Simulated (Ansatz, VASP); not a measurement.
One calculation of CO2, two programs

Contents of INCAR:

```
SYSTEM = CO2
ALGO = Normal ; EDIFF = 1E-6
ENCUT = 520 ; ISIF = 2
ISMEAR = 0 ; LASPH = .True.
LCHARG = .False. ; LREAL = .False.
LWAVE = .False. ; NBANDS = 25
NELM = 100 ; PREC = Accurate
SIGMA = 0.01
```

Contents of KPOINTS:

```
k-points
0
Gamma
  4 4 2
  0 0 0
```

The input POSCAR:

```
CO2
1.0
    2.5760000000     -2.3505500000      0.0805500000
    2.5995900000      2.3765900000      0.0184000000
    0.1236400000     -0.0857500000      7.0067200000
C O
2 4
Direct
    0.0287499994      0.0011700003      0.0233600000
    0.4888299998      0.5249499992      0.4995499996
    0.7875600004      0.1933800009      0.8874100007
    0.1702099993      0.8101599998      0.1051999995
    0.7014999994      0.3010300004      0.4080199998
    0.3246699995      0.6804500008      0.6132399998
```

Input for Ansatz:

```yaml
crystal:
  lattice:
    - [2.576, -2.35055, 0.08055]
    - [2.59959, 2.37659, 0.0184]
    - [0.12364, -0.08575, 7.00672]
  atoms:
    - { symbol: C, position: [0.02874999939440419, 0.001170000328500612, 0.023360000048915374] }
    - { symbol: C, position: [0.488829999847972, 0.5249499992057459, 0.4995499996470332] }
    - { symbol: O, position: [0.7875600003556326, 0.1933800009232208, 0.8874100006785439] }
    - { symbol: O, position: [0.17020999932070016, 0.8101599997732711, 0.10519999950888426] }
    - { symbol: O, position: [0.7014999994222794, 0.30103000038937594, 0.4080199998058109] }
    - { symbol: O, position: [0.32466999954501996, 0.6804500008057359, 0.6132399998175784] }
basis:
  ecutwfc: 476.19925930478996
kpoints:
  mp_grid:
    grid: [4, 4, 2]
hamiltonian:
  xc: lda
scf:
  occupations:
    method: fixed
output:
  write_density: true
  volumetric_format: cube
  stress: true
  eigenvalues: true
```

The cell comes from a database or a generator and needn't be the stable form of this composition.

Alike in both runs: task single point; functional LDA; k mesh 4 × 4 × 2; no spin polarisation.

|  | VASP | Ansatz |
| --- | --- | --- |
| version | VASP 6.6.1 | Ansatz 0.2.0 |
| potentials or method | VASP PAW LDA potentials, release 64 (C, O) | plane waves, PAW |
| plane-wave cutoff (eV) | 520 | 476 |
| occupations | gaussian, width 0.01 eV | fixed |
| valence electrons in the cell | 32 | 32 |

```tsv
	VASP	Ansatz	Ansatz less VASP
gap on the k mesh at the Fermi level (eV)	4.35	4.38	+0.033
pressure (GPa)	15.7	12.7	-2.95
largest component of the traceless stress (GPa)	17.01	13.79	-3.212
```

Caveats: the k mesh is coarse (spacing up to 0.45 Å⁻¹), so the values aren't converged; the standard files for N, O and F lose accuracy on very short bonds; so large a pressure means that the cell lies far from this level's equilibrium, or that cutoff or potentials fall short (VASP); forces of over 1 eV/Å show positions far from the minimum, so gaps and moduli don't describe the material at rest. A k mesh can miss the band edges. A hybrid or GW would open this gap; LDA tends to underestimate it.
